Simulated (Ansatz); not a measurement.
# Be: rattling a relaxed structure

Method: DFT PBE, scalar-relativistic, plane waves, PAW (Ansatz). Settings: cutoff 420 eV, Γ-centred mesh 21×21×6 on the computed 4-atom cell, Gaussian smearing of 0.10 eV; no spin polarisation.

The cell below (4 atoms, P6_3/mmc (No. 194)) is relaxed within its symmetry. It is a trial structure, and others of Be can lie lower.

```
CELL_PARAMETERS angstrom
2.25408 0.00000 0.00000
-1.12704 1.95209 0.00000
0.00000 0.00000 7.18212
ATOMIC_POSITIONS crystal
Be 0.00000 0.00000 0.00000
Be 0.00000 0.00000 0.50000
Be 0.33333 0.66667 0.75000
Be 0.66667 0.33333 0.25000
```

For the test a repeat of it with 8 atoms was strained at random by about 1.5 %, the atoms were moved at random (σ = 0.15 Å), and all was relaxed without symmetry on a coarse k mesh with 0.1 eV smearing.

For metals, differences of a few meV/atom aren't resolved.

(1) Does it come back?

Answers

(1) It returns to P6_3/mmc (No. 194), within 1 meV/atom of the start's energy. So it is a local minimum, stable against the distortions that fit this cell and this draw; softer or longer ones aren't excluded.